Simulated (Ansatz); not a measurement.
Computed with Ansatz on PBE0-D4/def2-TZVP structures; ΔE is electronic, products minus reactants. CCSD(T)/CBS is the MP2 limit (def2-TZVPP, def2-QZVPP) plus CCSD(T) − MP2 in def2-TZVPP, frozen cores. This one scheme is used for every species. DFT in def2-TZVPP. B3LYP here is the variant with VWN-RPA as its local correlation; programs differ in this. One conformer a species, not always the lowest.

Reaction (ligand exchange at the Si–S bond): `CO[SiH2]SC` + `CC(=O)O` → `CO[SiH2]OC(C)=O` + CH₃SH

`CO[SiH2]SC`:

Z-matrix (Å, degrees):
```
C
O 1 1.411
H 1 1.091 2 108.1
H 1 1.095 2 111.3 3 119.6
H 1 1.096 2 111.3 3 -119.2
Si 2 1.640 1 123.0 3 -177.4
S 6 2.121 2 113.3 1 60.5
H 6 1.487 2 111.6 1 -56.7
H 6 1.481 2 104.2 1 -178.7
C 7 1.818 6 99.4 2 64.5
H 10 1.089 7 111.1 6 -61.5
H 10 1.089 7 106.9 6 179.6
H 10 1.090 7 110.8 6 60.9
```

`CC(=O)O`:

Z-matrix (Å, degrees):
```
C
C 1 1.495
H 1 1.092 2 109.8
H 1 1.092 2 109.8 3 117.7
H 1 1.087 2 109.6 3 -121.2
O 2 1.200 1 126.0 3 121.1
O 2 1.346 1 111.6 3 -58.9
H 7 0.968 2 106.4 1 180.0
```

`CO[SiH2]OC(C)=O`:

Cartesian coordinates in Å:
```
C -1.782 2.044 -0.731
O -0.734 1.504 -1.504
Si -0.193 -0.025 -1.362
O 0.487 -0.122 0.187
C 1.037 -1.299 0.508
C 1.602 -1.330 1.891
O 1.054 -2.217 -0.273
H -2.119 2.966 -1.206
H -1.441 2.274 0.283
H -2.633 1.354 -0.667
H 0.837 -0.202 -2.399
H -1.322 -0.982 -1.427
H 2.355 -0.546 1.996
H 0.811 -1.117 2.613
H 2.042 -2.303 2.091
```

CH₃SH:

Z-matrix (Å, degrees):
```
C
S 1 1.806
H 1 1.089 2 111.5
H 1 1.089 2 111.5 3 -123.8
H 1 1.090 2 106.2 3 118.1
H 2 1.342 1 97.1 3 61.9
```

| level | ΔE (kJ/mol) | difference from CCSD(T)/CBS |
| --- | --- | --- |
| PBE-D4 | -11.7 | 17.3 |
| r2SCAN-D4 | -23.1 | 5.9 |
| ωB97X-V | -28.2 | 0.8 |
| ωB97M-V | -28.3 | 0.7 |
| PBE | -13.6 | 15.4 |
| r2SCAN | -23.3 | 5.7 |
| PBE0 | -18.5 | 10.5 |
| B3LYP | -30.6 | -1.6 |
| HF/def2-TZVPP | -45.8 | -16.8 |
| MP2/def2-TZVPP | -28.1 | 0.9 |
| SCS-MP2/def2-TZVPP | -33.8 | -4.8 |
| CCSD/def2-TZVPP | -35.2 | -6.2 |
| CCSD(T)/def2-TZVPP | -32.3 | -3.3 |
| HF/def2-QZVPP | -47.8 | -18.8 |
| SCS-MP2/def2-QZVPP | -32.4 | -3.4 |
| CCSD/CBS(def2) | -31.9 | -2.9 |
| CCSD(T)/CBS | -29.0 | 0 |

Largest T1 diagnostic among the species: 0.015.

The D4 term adds +3.2 kJ/mol with B3LYP and +1.7 kJ/mol with PBE0; it sums over pairs of atoms, weighted by their polarisabilities, and B3LYP, whose exchange is more repulsive, gets the larger term. From PBE to PBE0 (25 % exact exchange), in def2-TZVPP and without D4, ΔE moves by −4.9 kJ/mol. In def2-TZVPP, CCSD(T) changes the Hartree–Fock value by +13.5 kJ/mol (the triples alone add +3.0 kJ/mol) and MP2 by +17.7 kJ/mol.

CCSD(T)/CBS has its own doubt, a few kJ/mol and more with outer-core shells, so smaller differences from it don't rank the levels.
